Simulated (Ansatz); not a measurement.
AgCl (Chlorargyrite) in Ansatz: the effect of functional

Crystal: AgCl (Chlorargyrite).

```
Ag Cl
1.0
     0.00000    2.69804    2.69804
     2.69804    0.00000    2.69804
     2.69804    2.69804    0.00000
Ag Cl
1 1
Direct
  0.00000 0.00000 0.00000
  0.50000 0.50000 0.50000
```

The cell isn't the ideal one: volume scaled by 0.96.

Alike in all runs:

| Quantity | Value |
| --- | --- |
| Program | Ansatz 0.2.0 |
| Task | single point |
| Potentials or basis | Ansatz PAW |
| k mesh | 8 × 8 × 8 |
| Occupations | fermi-dirac, width 0.05 eV |
| Spin | no spin polarisation |

| functional | cutoff | gap on the mesh (eV) | pressure (GPa) |
| --- | --- | --- | --- |
| LDA | 420 eV (not typed: the program's choice for these potentials) | 0.62 | -1.5 |
| PBE | 420 eV (not typed: the program's choice for these potentials) | 0.91 | 6.7 |
| PBEsol | 420 eV (not typed: the program's choice for these potentials) | 0.73 | 1.7 |
| r2SCAN | 500 eV (not typed: the program's choice for these potentials) | ? | ? |

What does the run with functional r2SCAN give?

gap on the mesh 1.49 eV; pressure 5.1 GPa.

Caveats: the PAW data sets come from PBE, with cores solved anew for the run's functional, which leaves a small shift of forces and pressure (some runs).

A k mesh can miss the band edges.
